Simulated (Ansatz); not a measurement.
**VO2 (P4_2/mnm): equation of state**

How stiff is VO2 (P4_2/mnm)? Energies and pressures are computed at volumes on both sides of the relaxed cell and fitted.

The COD entry's cell or inner coordinates are ideal or old and differ from later refinements, so a difference from it is no clean test against experiment.

Method: DFT PBE, scalar-relativistic, plane waves, PAW, in Ansatz 0.2.0.

### Step 1. Starting point

The structure is tetragonal, space group P4_2/mnm (No. 136). The conventional cell has a = 4.583 Å, b = 4.583 Å, c = 2.838 Å, α = 90.00°, β = 90.00°, γ = 90.00°. V (site symmetry mmm) has 6 O at 1.92 to 1.94 Å as nearest neighbours. O (site symmetry m2m) is surrounded by 3 V at 1.92 to 1.94 Å.

Structure file:

```cif
data_structure
_symmetry_space_group_name_H-M 'P 1'
_symmetry_Int_Tables_number 1
_cell_length_a 4.5832
_cell_length_b 4.5832
_cell_length_c 2.8384
_cell_angle_alpha 90.000
_cell_angle_beta 90.000
_cell_angle_gamma 90.000
_cell_volume 59.62
loop_
_atom_site_label
_atom_site_type_symbol
_atom_site_fract_x
_atom_site_fract_y
_atom_site_fract_z
_atom_site_occupancy
V1 V 0.00000 0.00000 0.00000 1
V2 V 0.50000 0.50000 0.50000 1
O1 O 0.30001 0.30001 0.00000 1
O2 O 0.19999 0.80001 0.50000 1
O3 O 0.69999 0.69999 0.00000 1
O4 O 0.80001 0.19999 0.50000 1
```

An earlier run at PBE left this cell at 9.937 Å³/atom and 0.01 GPa (6×6×10 mesh).

Volume factors to run: 0.980, 1.020, 0.960, 1.040.

### Step 2. Scaling the volume by 0.980

Contents of input.yaml:

```yaml
crystal:
  lattice:
    - [4.5524145912, 0.0, 0.0]
    - [0.0, 4.5524145912, 0.0]
    - [0.0, 0.0, 2.8193629703]
  atoms:
    - { symbol: V, position: [0.0, 0.0, 0.0], spin: 0.92 }
    - { symbol: V, position: [0.5, 0.5, 0.5], spin: 0.92 }
    - { symbol: O, position: [0.300012863, 0.300012863, 0.0] }
    - { symbol: O, position: [0.199987137, 0.800012863, 0.5] }
    - { symbol: O, position: [0.699987137, 0.699987137, 0.0] }
    - { symbol: O, position: [0.800012863, 0.199987137, 0.5] }
basis:
  ecutwfc: 420
  ecutrho_ratio: 4
kpoints:
  mp_grid: { grid: [6, 6, 10] }
hamiltonian:
  xc: pbe
scf:
  occupations: { method: gaussian, width: 0.05 }
output:
  forces: true
  stress: true
  eigenvalues: true
  populations: true
magnetization:
  spin_polarized: true
relax:
  f_tol: 0.01
  max_steps: 40
  cell: { stress_tol: 0.1, fix: [volume] }
```

Run with:

```console
> ansatz run input.yaml --threads 4 --pin off --max-ram 10240MiB --backend cpu --events-out ev --progress --plain --runs-dir out
```

The runs that follow: At 1.020 of the relaxed volume; Volume × 0.960; Volume × 1.040.

What does the calculation give? Wanted: V0; B0; B0′; scatter of the fit.

As calculated:

| quantity | value |
| --- | --- |
| V0 | 9.937 Å³/atom |
| B0 | 226 GPa |
| B0′ | 5.4 |
| scatter of the fit | 0.007 meV/atom |

**Reading.** The fitted minimum lies at 9.94 Å³/atom, and the bulk modulus is 226 GPa, a stiff solid. One per cent of compression takes about 2.3 GPa. These are values at 0 K without zero-point motion.
